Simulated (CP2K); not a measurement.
# AlN (P6_3mc) in CP2K: further runs, part 3 of 3

CP2K 2026.2. The steps go on from the part before.

**7. Against experiment**

Step 2. Measured gap of AlN: 6.0343 eV (an exciton energy, a little under the gap; 0 K; quoted in “Structural and optical properties of self-assembled AlN nanowires grown on SiO2/Si substrates by molecular beam epitaxy”, 2024, arxiv:2402.00216). This calculation gives 4.12 eV (-1.91 eV). 2 values of this kind are on record (6.034 to 6.0343 eV); this one was drawn at random. The value is that of PBEsol in an atomic basis (POTENTIAL_UZH Al GTH-PBE-q3, N GTH-PBE-q5; TZVP-MOLOPT-PBE-GTH basis), whose error adds to the functional's,, without temperature or zero-point motion. Semilocal functionals fall short of measured gaps as a rule.

Step 3. A measured gap of AlN is 6.034 eV (an exciton energy, a little under the gap; 10 K; quoted in “Self-assembly of well-separated AlN nanowires directly on sputtered metallic TiN films”, 2019, arxiv:1910.07391); the calculated 4.25 eV misses it by -1.79 eV. 2 values of this kind are on record (6.034 to 6.0343 eV); this one was drawn at random. The value is that of LDA in an atomic basis (GTH_POTENTIALS Al GTH-PADE-q3, N GTH-PADE-q5; TZVP-MOLOPT-PBE-GTH basis), whose error adds to the functional's,, without temperature or zero-point motion. Semilocal functionals fall short of measured gaps as a rule.

Step 4. Measured gap of AlN: 6.0343 eV (an exciton energy, a little under the gap; 0 K; quoted in “Structural and optical properties of self-assembled AlN nanowires grown on SiO2/Si substrates by molecular beam epitaxy”, 2024, arxiv:2402.00216). This calculation gives 4.89 eV (-1.14 eV). 2 values of this kind are on record (6.034 to 6.0343 eV); this one was drawn at random. The value is that of r2SCAN in an atomic basis (POTENTIAL_UZH Al GTH-SCAN-q3, N GTH-SCAN-q5; TZVP-MOLOPT-SCAN-GTH basis), whose error adds to the functional's,, without temperature or zero-point motion.

Step 5. Against the measured gap of AlN, 6.0343 eV (an exciton energy, a little under the gap; 0 K; quoted in “Structural and optical properties of self-assembled AlN nanowires grown on SiO2/Si substrates by molecular beam epitaxy”, 2024, arxiv:2402.00216), the calculated 4.95 eV is off by -1.09 eV. 2 values of this kind are on record (6.034 to 6.0343 eV); this one was drawn at random. The value is that of TB-mBJ in an atomic basis (POTENTIAL_UZH Al GTH-PBE-q3, N GTH-PBE-q5; TZVP-MOLOPT-PBE-GTH basis), whose error adds to the functional's,, without temperature or zero-point motion.
